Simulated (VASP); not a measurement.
## VASP 6.6.1 run: SiC

INCAR

```
LASPH = .TRUE.
LREAL = .FALSE.
EDIFF = 1E-7
GGA = PE
PREC = Single
ISMEAR = -1
NSW = 0
ENCUT = 520
SIGMA = 0.02
NBANDS = 16
LCHARG = .FALSE.
NELM = 120
ALGO = Conjugate
LWAVE = .FALSE.
IBRION = -1
ISIF = 2
```

KPOINTS

```
KPOINTS created by Atomic Simulation Environment
0
Gamma
12 12 6
0 0 0
```

POSCAR

```
Si C
 1.0000000000000000
     3.0446026768352743    0.0000000000000000    0.0000000000000000
    -1.5223013384176372    2.6367032625694513    0.0000000000000000
     0.0000000000000000    0.0000000000000000    4.9976270101000004
 Si  C
   2   2
Cartesian
 -0.0000000000000000  1.7578021750463011 -0.0019828898376852
  1.5223013384176367  0.8789010875231505  2.4968306152123150
 -0.0000000000000000  1.7578021750463011  1.8760930186251852
  1.5223013384176367  0.8789010875231505  4.3749065236751852
```

The recommended PBE PAW datasets give the neutral cell 16 valence electrons.

Command

```
mpirun -np 1 vasp_std
```

OSZICAR

```
N       E                     dE             d eps       ncg     rms           ort
DAV:   1     0.240681484758E+02    0.24068E+02   -0.86541E+03  1216   0.966E+02
DAV:   2    -0.314863709065E+02   -0.55555E+02   -0.50839E+02  1216   0.158E+02
DAV:   3    -0.339338521913E+02   -0.24475E+01   -0.24382E+01  1216   0.302E+01
DAV:   4    -0.339512450271E+02   -0.17393E-01   -0.17390E-01  1216   0.311E+00
DAV:   5    -0.339514083068E+02   -0.16328E-03   -0.16328E-03  1216   0.287E-01
SDA:   6    -0.249498501549E+02    0.90016E+01   -0.16328E-03  1216   0.159E+02   0.000E+00
CGA:   7    -0.297902187598E+02   -0.48404E+01   -0.48016E+01  1216   0.426E+00   0.368E+00
CGA:   8    -0.300275398235E+02   -0.23732E+00   -0.23766E+00  1216   0.419E-01  -0.250E-02
CGA:   9    -0.300475345683E+02   -0.19995E-01   -0.19993E-01  1216   0.344E-02   0.784E-05
CGA:  10    -0.300491682711E+02   -0.16337E-02   -0.16300E-02  1216   0.302E-03   0.184E-04
CGA:  11    -0.300493173886E+02   -0.14912E-03   -0.14809E-03  1216   0.318E-04   0.511E-05
CGA:  12    -0.300493332853E+02   -0.15897E-04   -0.15678E-04  1216   0.291E-05   0.124E-05
CGA:  13    -0.300493347855E+02   -0.15002E-05   -0.14718E-05  1216   0.206E-06   0.177E-06
SDA:  14    -0.300493349042E+02   -0.11868E-06   -0.13339E-06  1216   0.371E-07  -0.546E-07
SDA:  15    -0.300493349138E+02   -0.96568E-08   -0.10602E-07  1216   0.450E-08   0.115E-07
   1 F= -.30049335E+02 E0= -.30049335E+02  d E =-.135111E-10
```

From OUTCAR

```
k-points           NKPTS =     76   k-points in BZ     NKDIM =     76   number of bands    NBANDS=     16

   NELECT =      16.0000    total number of electrons

   dimension x,y,z NGX =    24 NGY =   24 NGZ =   40
   dimension x,y,z NGXF=    24 NGYF=   24 NGZF=   40

  energy-cutoff  :      520.00
  volume of cell :       40.12
      direct lattice vectors                 reciprocal lattice vectors
     3.044602677  0.000000000  0.000000000     0.328450082  0.189630743  0.000000000
    -1.522301338  2.636703263  0.000000000     0.000000000  0.379261487  0.000000000
     0.000000000  0.000000000  4.997627010     0.000000000  0.000000000  0.200094965

 k-points in reciprocal lattice and weights: KPOINTS created by Atomic Simulation Env
   0.00000000  0.00000000  0.00000000       0.001
   0.08333333 -0.00000000  0.00000000       0.007
   0.16666667 -0.00000000  0.00000000       0.007
   0.25000000 -0.00000000  0.00000000       0.007
   0.33333333 -0.00000000  0.00000000       0.007
   0.41666667  0.00000000  0.00000000       0.007
   0.50000000 -0.00000000  0.00000000       0.003
   0.08333333  0.08333333  0.00000000       0.007
   ...

 E-fermi :   8.9884

 k-point     1 :       0.0000    0.0000    0.0000
  band No.  band energies     occupation
      1      -7.2052      2.00000
      2      -3.5247      2.00000
      3      -0.2654      2.00000
      4       7.2808      2.00000
      5       7.2808      2.00000
      6       8.4958      2.00000
      7       8.6108      2.00000
      8       8.6109      2.00000
      9      13.6769      0.00000
     10      15.1382      0.00000
     11      15.4615      0.00000
     12      15.4615      0.00000
     13      16.6216      0.00000
     14      17.7838      0.00000
     15      17.7838      0.00000
     16      20.1933      0.00000

 k-point     2 :       0.0833   -0.0000    0.0000
  band No.  band energies     occupation
      1      -7.0817      2.00000
      2      -3.4194      2.00000
      3      -0.1504      2.00000
      4       6.5895      2.00000
      5       7.0636      2.00000
      6       8.1517      2.00000
      7       8.4191      2.00000
      8       8.5460      2.00000
      9      14.0688      0.00000
     10      15.0234      0.00000
     11      15.5724      0.00000
     12      15.7213      0.00000
     13      16.8027      0.00000
     14      17.5057      0.00000
     15      18.0871      0.00000
     16      19.6389      0.00000

 k-point     3 :       0.1667   -0.0000    0.0000
  band No.  band energies     occupation
      1      -6.7143      2.00000
      2      -3.1126      2.00000
      3       0.1865      2.00000
      4       5.0746      2.00000
      5       6.5741      2.00000
      6       7.0363      2.00000
      7       8.1342      2.00000
      8       8.3260      2.00000
      9      13.6382      0.00000
     10      15.6108      0.00000
     11      15.9111      0.00000
     12      16.1852      0.00000
     13      16.2723      0.00000
     14      17.9396      0.00000
     15      18.3586      0.00000
     16      18.7072      0.00000

 ...

  Total        2.7078931      2.7078931      2.6219603      0.0000000      0.0000000      0.0000000
  in kB      108.1400016    108.1400016    104.7082688      0.0000000      0.0000000      0.0000000
  external PRESSURE =     106.9960906 kB  Pullay stress =       0.0000000 kB

 POSITION                                       TOTAL-FORCE (eV/Angst)
 -----------------------------------------------------------------------------------
      0.00000      1.75780      4.99564        -0.000000      0.000000      0.006557
      1.52230      0.87890      2.49683         0.000000     -0.000000      0.006557
      0.00000      1.75780      1.87609         0.000000      0.000000     -0.006557
      1.52230      0.87890      4.37491         0.000000      0.000000     -0.006557
 -----------------------------------------------------------------------------------
    total drift:                               -0.000000     -0.000001     -0.000402

  FREE ENERGIE OF THE ION-ELECTRON SYSTEM (eV)
  ---------------------------------------------------
  free  energy   TOTEN  =       -30.0493349138 eV

  energy  without entropy=      -30.0493349138  energy(sigma->0) =      -30.04933491
```

It converged. Results: gap between bands v and c on the k mesh 2.22 eV; least direct gap on the k mesh 4.03 eV; pressure 10.7 GPa. Band v is the last that the valence electrons fill when counted band by band, and c is the next.

For comparison, a separate PBE run of the intended cell, on usual settings and not on those above, gives a gap of 2.22 eV on its mesh and a pressure of 10.7 GPa.

The run above took about 30 s on one core of a shared host (Intel Xeon Platinum 8488C) and held 0.18 GiB at most.
